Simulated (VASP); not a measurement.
Here is a VASP 6.6.1 calculation.

The input INCAR:

```
SYSTEM = KCl
PREC = Accurate
ENCUT = 600
EDIFF = 1E-6
ISMEAR = 0
SIGMA = 0.03
LREAL = .FALSE.
LASPH = .TRUE.
NELM = 80
ALGO = Normal
ISIF = 3
LWAVE = .FALSE.
LCHARG = .FALSE.
GGA = CA
IBRION = 2
NSW = 90
EDIFFG = -0.01
```

Contents of KPOINTS:

```
regular mesh
0
G
  8 8 8
  0 0 0
```

Contents of POSCAR:

```
KCl
1.0
    0.0000000000      3.1464700000      3.1464700000
    3.1464700000      0.0000000000      3.1464700000
    3.1464700000      3.1464700000      0.0000000000
K Cl
1 1
Direct
    0.0000000000      0.0000000000      0.0000000000
    0.5000000000      0.5000000000      0.5000000000
```

Potentials or basis: VASP PAW LDA potentials, release 64 (K_sv, Cl).

Command:

```sh
$ cat potpaw_LDA.64/K_sv/POTCAR potpaw_LDA.64/Cl/POTCAR > POTCAR
$ mpirun -np 1 vasp_std > vasp.out
```

Question: Predict the relaxed cell.

Answer: a = 4.304 Å, b = 4.304 Å, c = 4.304 Å, α = 60.00°, β = 60.00°, γ = 60.00°.

Question: Estimate the band gap on the k mesh.

Answer: 5.10 eV, direct.

The path:
```csv
step,energy change (eV),largest force (eV/Å),pressure (GPa),volume (Å³)
1,0.0000,0.0000,-1.89,62.30
2,-0.0297,0.0000,-0.99,59.05
3,-0.0383,0.0000,-0.07,56.57
4,-0.0383,0.0000,0.01,56.39
```

A k mesh can miss the band edges. Zero-point motion and thermal expansion aren't in these numbers.
